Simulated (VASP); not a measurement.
# TiO₂, self-consistent run: which settings are enough?

TiO₂, R-3m (no. 166), 3 atoms in the cell. R2SCAN; PAW potentials Ti_sv, O (PBE set). VASP 6.6.1.

Wanted: energy within 0.2 meV/atom; levels at the zone centre within 0.003 eV.

What the run is for: comparing ways to start; Accuracy asked: tight.

Levels at the zone centre: counted from the valence top at that point.

POSCAR:
```
TiO2
1.0
    1.4973312015      0.8644845722      6.9815443949
   -1.4973312015      0.8644845722      6.9815443949
    0.0000000000     -1.7289691445      6.9815443949
Ti O
1 2
Direct
    0.0000000000      0.0000000000      0.0000000000
    0.3795330000      0.3795330000      0.3795330000
    0.6204670000      0.6204670000      0.6204670000
```

## How the run starts (with a second run first, the time holds both)

| How the run starts (with a second run first, the time holds both) | Energy less reference (meV/atom) | Levels at the zone centre, largest deviation (eV) | Time (s) |
|---|---|---|---|
| from scratch: 23 SCF iterations | 0.00 | 0.0000 | 1011 |
| PBE orbitals (WAVECAR): 15 + 14 SCF iterations | 0.00 | 0.0001 | 810 |
| PBE density (CHGCAR): 15 + 26 SCF iterations | 0.00 | 0.0002 | 1296 |
| loose PBE orbitals: 11 + 14 SCF iterations | 0.00 | 0.0001 | 800 |

## Question

For each series: keep the first row unless others stay within half of the tolerance and take at least 30 % less time, and then take the fastest.

## Answer

- How the run starts (with a second run first, the time holds both): from scratch: 23 SCF iterations

The chosen settings are those of the reference run.

Values of the reference run: Levels at the zone centre: 0, 0, 3.299 eV from the valence top at Gamma.

## The input

INCAR:
```
METAGGA = R2SCAN ; ISMEAR = 0
SIGMA = 0.03 ; LWAVE = False
LCHARG = False ; ISIF = 2
PREC = Accurate ; LASPH = True
LREAL = False ; ALGO = Normal
EDIFF = 1E-6 ; NELM = 120
GGA_COMPAT = False ; ENCUT = 580
EFERMI = MIDGAP ; LMIXTAU = True
```

KPOINTS:
```
k-points
0
Gamma
  9 9 9
```

Commands:
```
cat potpaw_PBE.64/Ti_sv/POTCAR potpaw_PBE.64/O/POTCAR > POTCAR
mpirun -np 1 vasp_std > vasp.out
```

The chosen input took VASP 6.6.1 1011 s on 1 core (Intel Xeon 6975P-C (Granite Rapids)), a shared host.
